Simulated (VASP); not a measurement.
Wanted: the native input for a VASP 6.6.1 run.

| Quantity | Value |
| --- | --- |
| Task | single point |
| Functional | PBE |
| Potentials or basis | VASP PAW PBE potentials, release 64 (Fe) |
| Cutoff | 520 eV |
| k mesh | 18 × 18 × 10 |
| Occupations | gaussian, width 0.05 eV |
| Spin | collinear spin, typed start |
| Starting moments | [2.5, 2.5] μB |
| Dipole correction | no |
| Further INCAR settings | ALGO = Fast; EDIFF = 1e-06; NBANDS = 19 |

The structure of Fe lies in POSCAR:

```
Fe
1.0
    2.5247836263      0.0000000000      0.0000000000
   -1.2623918131      2.1865267594      0.0000000000
    0.0000000000      0.0000000000      4.3739232550
Fe
2
Direct
    0.3333333333      0.6666666667      0.7500000000
    0.6666666667      0.3333333333      0.2500000000
```

The cell was built by a generator and needn't be a form met in nature.

One way to write it, as run:

INCAR

```
SYSTEM = Fe
PREC = Accurate
ENCUT = 520
EDIFF = 1E-6
ISMEAR = 0
SIGMA = 0.05
LREAL = .FALSE.
LASPH = .TRUE.
NELM = 150
ALGO = Fast
ISIF = 2
LWAVE = .FALSE.
LCHARG = .TRUE.
ISPIN = 2
MAGMOM = 2.5 2.5
LORBIT = 11
LMAXMIX = 4
GGA = PE
LELF = .TRUE.
LVHAR = .TRUE.
NBANDS = 19
```

KPOINTS

```
regular mesh
0
G
  18 18 10
  0 0 0
```

Potentials or basis: VASP PAW PBE potentials, release 64 (Fe).

The run is started by

```bash
$ cat potpaw_PBE.64/Fe/POTCAR > POTCAR
$ mpirun -np 1 vasp_std > vasp.out
```

Results of the run:

```yaml
Pressure: -0.1 GPa
Band_gap_on_the_k_mesh: none (metal or under the smearing width)
Net_moment: 5.19 μB per cell
Site_moments: Fe +2.58 μB
Valence_electrons_inside_the_program's_atomic_spheres: Fe 7.16
```

Wall time 2.4 min on 1 thread of Intel(R) Xeon(R) Platinum 8488C (Sapphire Rapids), on a shared host, peak memory 0.26 GiB.
